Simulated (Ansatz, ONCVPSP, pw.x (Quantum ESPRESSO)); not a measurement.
**From atom to crystal: ONCV potential for tin (Sn)**

Sn, optimised norm-conserving Vanderbilt (ONCV), made with ONCVPSP 4.0.1.1 (patched build) (PBEsol, scalar-relativistic). Core [Ar] 3d10, reference 4s2 4p6 4d10 5s2 5p0.5 (charge +1.5). Waves: 4s+5s: rc 1.25 bohr, ncon 4, nbas 8, qcut 9.5 1/bohr, 2 projectors; 4p+5p: rc 1.75 bohr, ncon 4, nbas 8, qcut 8.9 1/bohr, 2 projectors; 4d: rc 1.70 bohr, ncon 4, nbas 9, qcut 9.1 1/bohr, 2 projectors, debl 2 Ha. Local part: polynomial inside 0.95 bohr (lpopt 4, dvloc0 0 Ha). Core correction: Teter function, fcfact 5, rcfact 1.75.

Crystal test: diamond Sn in pw.x 7.5, no spin, 8³ k-points, Fermi–Dirac smearing 0.01 Ry, cutoffs 100/400 Ry. The reference is all-electron LAPW (Ansatz 0.2.0) with the same functional, mesh and smearing; V0 and B0 come from Birch–Murnaghan fits to the pressures at five volumes. Errors are pseudo minus all-electron; Δ is the rms difference of the E(V) curves that follow from these fits, minima aligned, over ±6 % about the mean V0. Mesh and smearing are coarse, so the numbers serve the comparison and aren't converged zero-temperature values; the lattice is a test structure that the element need not adopt.

| V (Å³/atom) | P all-electron (GPa) | P pseudo (GPa) |
| --- | --- | --- |
| 33.305 | 2.36 | 2.36 |
| 34.182 | 1.09 | 1.07 |
| 35.058 | -0.01 | -0.02 |
| 35.934 | -0.96 | -0.96 |
| 36.811 | -1.78 | -1.78 |

All-electron: a0 = 6.545 Å (V0 = 35.05 Å³/atom), B0 = 40.9 GPa.

Pseudopotential: mean pressure error (GPa): -0.00; a0 (Å): 6.545; a0 error (%): -0.01; B0 error (%): -0.3; Δ (meV/atom): 0.0.

Task: At the middle volume, how do free energy and pressure move when the wave cutoff is lowered (ecutrho kept at four times it)?

Result:

```tsv
cutoff (Ry)	shift of F (meV/atom)	shift of P (GPa)
45	+13394.2	-276.64
60	+1079.7	-36.83
80	+15.3	-0.93
```

Input at the middle volume:

```
&control
  calculation='scf', prefix='x', pseudo_dir='./', outdir='./tmp', tstress=.true., disk_io='none'
/
&system
  ibrav=0, nat=2, ntyp=1, ecutwfc=100, ecutrho=400, nbnd=33,
  occupations='smearing', smearing='fd', degauss=0.01
/
&electrons
  conv_thr=1e-09, mixing_beta=0.4, electron_maxstep=70
/
ATOMIC_SPECIES
Sn 1.0 Sn.UPF
CELL_PARAMETERS angstrom
  0.00000000 3.27287219 3.27287219
  3.27287219 0.00000000 3.27287219
  3.27287219 3.27287219 0.00000000
ATOMIC_POSITIONS crystal
Sn 0.0000 0.0000 0.0000
Sn 0.2500 0.2500 0.2500
K_POINTS automatic
8 8 8 0 0 0
```

```bash
pw.x < Sn.scf.in > Sn.scf.out
```

Lines of the output:

```
Message from routine setup:
     using ibrav=0 with symmetry is DISCOURAGED, use correct ibrav instead
     lattice parameter (alat)  =       8.7467  a.u.
     unit-cell volume          =     473.1662 (a.u.)^3
     number of electrons       =        44.00
     number of Kohn-Sham states=           33
     kinetic-energy cutoff     =     100.0000  Ry
     charge density cutoff     =     400.0000  Ry
     scf convergence threshold =      1.0E-09
     Exchange-correlation= PBESOL
     number of k points=    29  Fermi-Dirac smearing, width (Ry)=  0.0100
     iteration #  1     ecut=   100.00 Ry     beta= 0.40
     total energy              =    -922.00038210 Ry
     estimated scf accuracy    <       9.63075183 Ry
     iteration #  2     ecut=   100.00 Ry     beta= 0.40
     total energy              =    -923.98928646 Ry
     estimated scf accuracy    <       0.09961357 Ry
     iteration #  3     ecut=   100.00 Ry     beta= 0.40
     total energy              =    -924.00117665 Ry
     estimated scf accuracy    <       0.01819386 Ry
     iteration #  4     ecut=   100.00 Ry     beta= 0.40
     total energy              =    -924.00318504 Ry
     estimated scf accuracy    <       0.00116316 Ry
     iteration #  5     ecut=   100.00 Ry     beta= 0.40
     total energy              =    -924.00244963 Ry
     estimated scf accuracy    <       0.00102725 Ry
     iteration #  6     ecut=   100.00 Ry     beta= 0.40
     total energy              =    -924.00276535 Ry
     estimated scf accuracy    <       0.00052730 Ry
     iteration #  7     ecut=   100.00 Ry     beta= 0.40
     total energy              =    -924.00263999 Ry
     estimated scf accuracy    <       0.00023643 Ry
     iteration #  8     ecut=   100.00 Ry     beta= 0.40
     total energy              =    -924.00268569 Ry
     estimated scf accuracy    <       0.00000220 Ry
     iteration #  9     ecut=   100.00 Ry     beta= 0.40
     total energy              =    -924.00268624 Ry
     estimated scf accuracy    <       0.00000014 Ry
     iteration # 10     ecut=   100.00 Ry     beta= 0.40
     total energy              =    -924.00268625 Ry
     estimated scf accuracy    <       0.00000001 Ry
     iteration # 11     ecut=   100.00 Ry     beta= 0.40
     total energy              =    -924.00268625 Ry
     estimated scf accuracy    <          1.1E-09 Ry
     iteration # 12     ecut=   100.00 Ry     beta= 0.40
     the Fermi energy is     9.1059 ev
!    total energy              =    -924.00268625 Ry
     estimated scf accuracy    <          2.3E-10 Ry
     smearing contrib. (-TS)   =      -0.00126667 Ry
     The total energy is F=E-TS. E is the sum of the following terms:
     one-electron contribution =    -680.86162117 Ry
     hartree contribution      =     334.71726333 Ry
     xc contribution           =    -156.30798497 Ry
     ewald contribution        =    -421.54907678 Ry
     convergence has been achieved in  12 iterations
          total   stress  (Ry/bohr**3)                   (kbar)     P=       -0.22
     Message from routine punch:
     Nothing written, as per user request (disk_io='none')
```

The run at the middle volume (29 k-points, 12 iterations) took about 4.9 min on one core of a shared host (Neoverse-N1, 64 threads, 124 GiB, load 59).
